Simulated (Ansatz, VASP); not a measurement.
## Two plane-wave programs on HfO2

```xyz
3
Lattice="0.0000 2.5575 2.5575 2.2698 0.0000 2.5575 2.2698 2.5575 0.0000" Properties=species:S:1:pos:R:3 pbc="T T T"
Hf    0.0000    0.0000    0.0000
O     1.1349    1.2788    1.2788
O     3.4047    3.8363    3.8363
```

Change from the starting cell: strain -0.1125 x Voigt [1, 0, 0, 0, 0, 0], atoms carried along.

Alike in both runs: task single point; functional PBE; k mesh 8 × 8 × 8; occupations gaussian, width 0.05 eV; no spin polarisation.

```csv
,VASP,Ansatz
version,VASP 6.6.1,Ansatz 0.2.0
potentials or method,"VASP PAW PBE potentials, release 64 (Hf_pv, O)","scalar-relativistic, plane waves, PAW"
plane-wave cutoff (eV),520,420
valence electrons in the cell,22,38
```

|  | VASP | Ansatz | Ansatz less VASP |
| --- | --- | --- | --- |
| gap on the k mesh at the Fermi level (eV) | 2.17 | 2.17 | +0.003 |
| least direct gap on the mesh (eV) | 2.64 | 2.65 | +0.006 |
| pressure (GPa) | 29.9 | 34.5 | +4.60 |
| largest component of the traceless stress (GPa) | 42.68 | 41.89 | -0.797 |

With one functional, cell and mesh, what is left measures potentials, basis and numerics. The two sets of potentials don't hold the same shells in valence.

Caveats: so large a pressure means that the cell lies far from this level's equilibrium, or that cutoff or potentials fall short (VASP); spin-orbit coupling is left out, which moves the levels of the heavy elements. A k mesh can miss the band edges.
